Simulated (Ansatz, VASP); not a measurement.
One calculation of Ce, two programs

```
Ce
1.0
     0.00000    2.26493    2.26493
     2.26493    0.00000    2.26493
     2.26493    2.26493    0.00000
Ce
1
Direct
  0.00000 0.00000 0.00000
```

Alike in both runs: task single point; functional LDA; k mesh 12 × 12 × 12; no spin polarisation.

|  | VASP | Ansatz |
| --- | --- | --- |
| version | VASP 6.6.1 | Ansatz 0.2.0 |
| potentials or method | VASP PAW LDA potentials, release 64 (Ce) | plane waves (420 eV) with PAW, scalar-relativistic |
| plane-wave cutoff (eV) | 520 | 420 |
| occupations | methfessel-paxton of order 1, width 0.01 eV | cold, width 0.01 eV |
| valence electrons in the cell | 12 | 12 |

Ansatz gave:

| Quantity | Value |
| --- | --- |
| pressure (GPa) | -0.4 |

Q: Estimate VASP's values.

A: Pressure (GPa): -0.8.

Ansatz warned: «pseudo_functional_mismatch».

The runs have no spin-orbit coupling, so splittings on Ce are missing. Spin polarisation is off, so any magnetic state and its effect on volume and gap are missing.
